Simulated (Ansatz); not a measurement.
Cell and atoms are relaxed with the symmetry kept. Start:

```
V O
1.0
     4.54249    0.00000    0.07052
     0.00000    2.83209    0.00000
    -0.07317    0.00000    4.53685
V O
2 4
Direct
  0.00000 0.00000 0.00000
  0.50000 0.50000 0.50000
  0.80160 0.50000 0.19960
  0.19840 0.50000 0.80040
  0.69835 0.00000 0.69960
  0.30165 0.00000 0.30040
```

Computed with DFT r2SCAN, scalar-relativistic, plane waves, PAW (Ansatz 0.2.0).

Plane waves to 500 eV, a k mesh through Γ of 8×12×8 on the computed 6-atom cell and Gaussian smearing (0.10 eV); collinear spin from starting moments 0.98 0.98 0 0 0 0 μB.

Q: What does it relax to?

A: The volume decreases by 0.01 Å³/atom to 9.72 Å³/atom, and the energy falls by 0.1 meV/atom. The cell ends with a moment of 2.00 μB (only this magnetic start was tried). Final structure:
```yaml
crystal:
  lattice:
    - [4.54043, 0.00000, 0.07186]
    - [0.00000, 2.82988, 0.00000]
    - [-0.07184, 0.00000, 4.53969]
  atoms:
    - { symbol: V, position: [0.00000, 0.00000, 0.00000] }
    - { symbol: V, position: [0.50000, 0.50000, 0.50000] }
    - { symbol: O, position: [0.80037, 0.50000, 0.19971] }
    - { symbol: O, position: [0.19963, 0.50000, 0.80029] }
    - { symbol: O, position: [0.69963, 0.00000, 0.69971] }
    - { symbol: O, position: [0.30037, 0.00000, 0.30029] }
```

Course of the relaxation (steps run on the plane waves of an earlier cell, and the basis is chosen afresh near the end, so energy and pressure can step there; trial steps that raised the energy were taken back; energies are free energies):

```tsv
step	E − E_final (meV/atom)	largest force component (eV/Å)	P (GPa)	V (Å³/atom)
1	0.1	0.050	0.09	9.73
2	0.0	0.030	0.01	9.73
3	0.0	0.004	0.02	9.72
4	0.0	0.002	-0.04	9.73
5	0.0	0.000	0.00	9.72
6	0.0	0.000	0.00	9.72
```

The state reached may not be the lowest one. Moments started parallel, and an antiferromagnetic order may lie lower.

Cost: 1 run of about 15 core-minutes, on Arm Neoverse V2 (shared hosts).